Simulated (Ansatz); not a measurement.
Runs of Ansatz 0.2.0 on MgS. Symmetry: F-43m, No. 216, cubic system. Conventional cell: a = 5.666 Å, b = 5.666 Å, c = 5.666 Å, α = 90.00°, β = 90.00°, γ = 90.00°. S (site symmetry -43m) is surrounded by 4 Mg at 2.45 Å. Mg (site symmetry -43m) has 4 S at 2.45 Å as nearest neighbours. The cell comes from a database or a generator and needn't be the stable form of this composition.

| task | level | potentials or basis | spin | k mesh | cutoff (eV) | smearing | points for each segment of the path | driver | eos | mesh quality | gap on the mesh (eV) | pressure (GPa) | moment (μB) | V0 of scaled cells (Å³/atom) | B0 (GPa) |
| --- | --- | --- | --- | --- | --- | --- | --- | --- | --- | --- | --- | --- | --- | --- | --- |
| projected density of states | r2SCANh | JTH PAW | collinear, program default start | 4 × 4 × 4 | 900 | gaussian 0.01 eV | - | - | - | coarse | 4.70 | - | 0.00 | - | - |
| band structure | r2SCANh+D3(BJ) | Ansatz NC | off | 4 × 4 × 4 | 1143 | fixed | 4 | - | - | coarse | (c) | - | - | - | - |
| band structure | r2SCAN-EpsX | JTH PAW | off | 5 × 5 × 5 | 900 | fixed | 4 | - | - | not flagged | (d) | - | - | - | - |
| band structure | PBE0 | Ansatz PAW | off | 6 × 6 × 6 | 420 | fermi-dirac 0.05 eV | 4 | - | - | not flagged | 5.20 | - | - | - | - |
| single point | LDA | Ansatz PAW | off | 8 × 8 × 8 | 420 | gaussian 0.02 eV | - | - | - | not flagged | 3.17 | -2.2 | - | - | - |
| equation of state | PBE0 | Ansatz PAW | off | 6 × 6 × 6 | 420 | fermi-dirac 0.05 eV | - | - | - | not flagged | - | - | - | 22.68 | 60 |
| Born charges and dielectric tensor | HSEsol | Ansatz PAW | off | 5 × 5 × 5 | 420 | fixed | - | - | - | not flagged | (a) | - | - | - | - |
| single point | PBEsol+D3(BJ) | JTH PAW | off | 8 × 8 × 8 | 900 | fermi-dirac 0.15 eV | - | - | - | not flagged | 3.28 | -2.1 | - | - | - |
| electron localisation function | LDA+D4 | JTH PAW LDA | non-collinear, ferromagnetic start | 8 × 8 × 8 | 870 | cold 0.05 eV | - | - | - | not flagged | 3.17 | -3.9 | 0.00 | - | - |
| equation of state | HSE03 | Ansatz PAW | off | 5 × 5 × 5 | 420 | fixed | - | calculator | murnaghan | coarse | - | - | - | 22.74 | 59 |
| equation of state | PBE0 | Ansatz PAW | off | 4 × 4 × 4 | 420 | fermi-dirac 0.05 eV | - | - | - | coarse | - | - | - | (b) | 60 |
| equation of state | HSE06 | Ansatz PAW | off | 6 × 6 × 6 | 420 | fermi-dirac 0.05 eV | - | - | - | not flagged | - | - | - | 22.70 | 59 |

Alike in all rows: cell as given.

Estimate the missing entries.

(a) 4.37; (b) 22.71; (c) 4.74; (d) 5.69.

Caveats: some runs use coarse meshes; the PAW data sets come from PBE, with cores solved anew for the run's functional, which leaves a small shift of forces and pressure (some runs); the potentials were made for another functional, which shifts forces and pressure (some runs); odd divisions of the mesh miss points on the zone boundary, where band edges often lie, so the gap on the mesh can be too wide (some runs).

A k mesh can miss the band edges.

Not every run made on this cell is shown here.
